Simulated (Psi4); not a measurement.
# C4H6 (methylenecyclopropane): TPSS/def2-TZVPD (density fitting, sweep point 7)

Aim: the vertical ionisation energy of C4H6 (methylenecyclopropane) at TPSS/def2-TZVPD (density fitting, sweep point 7), from 2 runs. 

Program for the calculation: Psi4 1.11.

4 further runs of the same task are left out: 4 set aside as unsound or not needed.

## (1) Starting point

C4H6 has 10 atoms, charge 0, and is taken as a singlet. SMILES: `C=C1CC1`. The coordinates come from a PBE0-D4/def2-TZVP relaxation.

Bond lengths: C1–C2 1.314 Å, C2–C3 1.458 Å, C2–C4 1.458 Å, C3–C4 1.528 Å, C1–H5 1.085 Å, C1–H6 1.085 Å, C3–H7 1.085 Å, C3–H8 1.085 Å, C4–H9 1.085 Å, C4–H10 1.085 Å. Some angles: C1–C2–C3 148.4°, C1–C2–C4 148.4°, C3–C2–C4 63.2°, C2–C3–C4 58.4°, C2–C4–C3 58.4°, C2–C1–H5 121.2°, C2–C1–H6 121.2°, C2–C3–H7 118.7°, C2–C3–H8 118.7°, C4–C3–H7 117.7°.

## (2) A single-point energy at TPSS/def2-TZVPD (density fitting, sweep point 7)

c4h6.in

```
memory 1.6 GB

molecule {
  0 1
  C     -1.246550     0.749310    -0.827290
  C     -0.267200     0.160900    -0.177320
  C      0.559730    -1.024530     0.014480
  C      0.756050     0.233700     0.858730
  H     -1.784520     0.237140    -1.617880
  H     -1.546990     1.765000    -0.593050
  H      0.122140    -1.892780     0.496620
  H      1.316520    -1.257730    -0.727620
  H      1.642590     0.831980     0.674530
  H      0.448240     0.197000     1.898790
  units angstrom
  symmetry c1
}

set basis def2-TZVPD
set puream true
set scf_type df
set dft_radial_points 150
set dft_spherical_points 974

energy('tpss')
print_variables()
```

The run is started by

```sh
$ psi4 -i c4h6.in -o c4h6.out -n 1
```

c4h6.out, cut to the lines that bear on the results:

```text
[...]
  Running in c1 symmetry.
[...]
  Nuclear repulsion =  109.841328026257159
[...]
  Multiplicity = 1
[...]
  Nalpha       = 15
  Nbeta        = 15
[...]
    Number of basis functions: 202
[...]
   @DF-RKS iter   1:  -155.47365447093640    6.53464e-02   5.17313e-03 ADIIS/DIIS
[...]
   @DF-RKS iter   9:  -156.05199672549185   -4.92794e-08   2.20622e-07 DIIS
[...]
    Orbital Energies [Eh]
    ---------------------
    Doubly Occupied:
       1A     -9.994251     2A     -9.993307     3A     -9.993217
       4A     -9.979888     5A     -0.806921     6A     -0.664515
       7A     -0.562503     8A     -0.490804     9A     -0.440653
      10A     -0.424271    11A     -0.393847    12A     -0.336729
      13A     -0.275871    14A     -0.258650    15A     -0.232227
[...]
  @DF-RKS Final Energy:  -156.05199672549185
   => Energetics <=
    Nuclear Repulsion Energy =            109.8413280262571590
    One-Electron Energy =                -425.6132798838318649
    Two-Electron Energy =                 183.7224407097685344
    DFT Exchange-Correlation Energy =     -24.0024855776856576
    Empirical Dispersion Energy =           0.0000000000000000
    VV10 Nonlocal Energy =                  0.0000000000000000
    Total Energy =                       -156.0519967254918470
[...]
 Multipole Moments:
 ------------------------------------------------------------------------------------
     Multipole            Electronic (a.u.)      Nuclear  (a.u.)        Total (a.u.)
 ------------------------------------------------------------------------------------
 L = 1.  Multiply by 2.5417464519 to convert [e a0] to [Debye]
 Dipole X            :         -0.2829304            0.4120741            0.1291437
 Dipole Y            :          0.1708072           -0.2484925           -0.0776853
 Dipole Z            :         -0.1877046            0.2734950            0.0857903
 Magnitude           :                                                    0.1734159
[...]
```

Wall time 6.5 min (1 thread of Intel Xeon at 2.70GHz, shared host); peak memory 1.5 GiB.

## (3) The doublet cation at the same level

input.inp

```
memory 1.6 GB

molecule {
  1 2
  C     -1.246550     0.749310    -0.827290
  C     -0.267200     0.160900    -0.177320
  C      0.559730    -1.024530     0.014480
  C      0.756050     0.233700     0.858730
  H     -1.784520     0.237140    -1.617880
  H     -1.546990     1.765000    -0.593050
  H      0.122140    -1.892780     0.496620
  H      1.316520    -1.257730    -0.727620
  H      1.642590     0.831980     0.674530
  H      0.448240     0.197000     1.898790
  symmetry c1
}

set basis def2-TZVPD
set reference uks
set puream true
set scf_type df
set dft_radial_points 150
set dft_spherical_points 974
set maxiter 100

e_tot, wfn = energy('tpss', return_wfn=True)
```

The run is started by

```sh
$ psi4 input.inp input.out -n 1
```

input.out, cut to the lines that bear on the results:

```text
[...]
  Running in c1 symmetry.
[...]
  Nuclear repulsion =  109.841328026257159
[...]
  Multiplicity = 2
[...]
  Nalpha       = 15
  Nbeta        = 14
[...]
    Number of basis functions: 202
[...]
   @DF-UKS iter   1:  -155.34343992422220    1.95561e-01   4.19239e-03 ADIIS/DIIS
[...]
   @DF-UKS iter  10:  -155.69951868450528   -5.13209e-08   2.60111e-07 DIIS
[...]
   @S^2 Observed:                7.530128704E-01
[...]
    Orbital Energies [Eh]
    ---------------------
    Alpha Occupied:
       1A    -10.300655     2A    -10.294673     3A    -10.220266
       4A    -10.220150     5A     -1.066763     6A     -0.962004
       7A     -0.788521     8A     -0.741945     9A     -0.682774
      10A     -0.676124    11A     -0.664257    12A     -0.555224
      13A     -0.540580    14A     -0.509480    15A     -0.506309
    Alpha Virtual:
      16A     -0.309335    17A     -0.165496    18A     -0.147407
      19A     -0.136708    20A     -0.119968    21A     -0.103912
      22A     -0.103569    23A     -0.083889    24A     -0.067098
      25A     -0.055782    26A     -0.055669    27A     -0.042673
[...]
  @DF-UKS Final Energy:  -155.69951868450528
   => Energetics <=
    Nuclear Repulsion Energy =            109.8413280262571590
    One-Electron Energy =                -417.9711603107198243
    Two-Electron Energy =                 176.1524144862205219
    DFT Exchange-Correlation Energy =     -23.7221008862631209
    Empirical Dispersion Energy =           0.0000000000000000
    VV10 Nonlocal Energy =                  0.0000000000000000
    Total Energy =                       -155.6995186845052785
[...]
 Multipole Moments:
 ------------------------------------------------------------------------------------
     Multipole            Electronic (a.u.)      Nuclear  (a.u.)        Total (a.u.)
 ------------------------------------------------------------------------------------
 L = 1.  Multiply by 2.5417464519 to convert [e a0] to [Debye]
 Dipole X            :         -0.8886797            0.4120741           -0.4766055
 Dipole Y            :          0.5349303           -0.2484925            0.2864378
 Dipole Z            :         -0.5897632            0.2734950           -0.3162683
 Magnitude           :                                                    0.6397070
[...]
```

Wall time 10 min (1 thread of Intel Xeon at 2.70GHz, shared host); peak memory 1.5 GiB.

## (4) Results

Level: TPSS/def2-TZVPD (density fitting, sweep point 7).

```
                                          quantity          value
                        singlet C4H6: total energy  -156.05200 Eh
                       singlet C4H6: dipole moment         0.44 D
                         singlet C4H6: HOMO energy       -6.32 eV
                         singlet C4H6: LUMO energy       -0.74 eV
                       singlet C4H6: HOMO–LUMO gap        5.58 eV
                      doublet cation: total energy  -155.69952 Eh
doublet cation: HOMO energy (highest over α and β)      -13.74 eV
 doublet cation: LUMO energy (lowest over α and β)      -12.79 eV
                              doublet cation: ⟨S²⟩          0.753
vertical ionisation energy (to the doublet cation)       9.591 eV
```

What this shows: Removing an electron at fixed nuclei costs 9.59 eV (221 kcal/mol). −ε(HOMO) before ionisation, 6.32 eV, is 3.27 eV below this ionisation energy.
